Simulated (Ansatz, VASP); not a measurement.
HfB2 in VASP and in Ansatz

```
Hf B
1.0
     3.13268    0.00000    0.00000
    -1.56634    2.71298    0.00000
     0.00000    0.00000    3.47921
Hf B
1 2
Direct
  0.00000 0.00000 0.00000
  0.33333 0.66667 0.50000
  0.66667 0.33333 0.50000
```

The cell comes from a database or a generator and needn't be the stable form of this composition.

Alike in both runs: task single point; functional PBE; dispersion D3(BJ); k mesh 6 × 6 × 6; occupations gaussian, width 0.1 eV; no spin polarisation.

|  | VASP | Ansatz |
| --- | --- | --- |
| version | VASP 6.6.1 | Ansatz 0.2.0 |
| potentials or method | VASP PAW PBE potentials, release 64 (Hf_pv, B) | scalar-relativistic, plane waves, PAW |
| plane-wave cutoff (eV) | 520 | 420 |
| valence electrons in the cell | 16 | 32 |

VASP gave:

```
gap on the k mesh at the Fermi level (eV)       : none
pressure (GPa)                                  : -3.5
largest component of the traceless stress (GPa) : 1.86
```

Q: What did Ansatz give for the same quantities?

A: gap on the k mesh at the Fermi level (eV): none; pressure (GPa): -3.2; largest component of the traceless stress (GPa): 2.05.

A gap of «none» marks a metal or a gap that the smearing closes. The two sets of potentials don't hold the same shells in valence.

Caveats: the k mesh is coarse (spacing up to 0.39 Å⁻¹), so the values aren't converged; pairwise dispersion overbinds metals, which lowers pressure and volume. Spin-orbit coupling is left out, which matters for the levels of Hf.
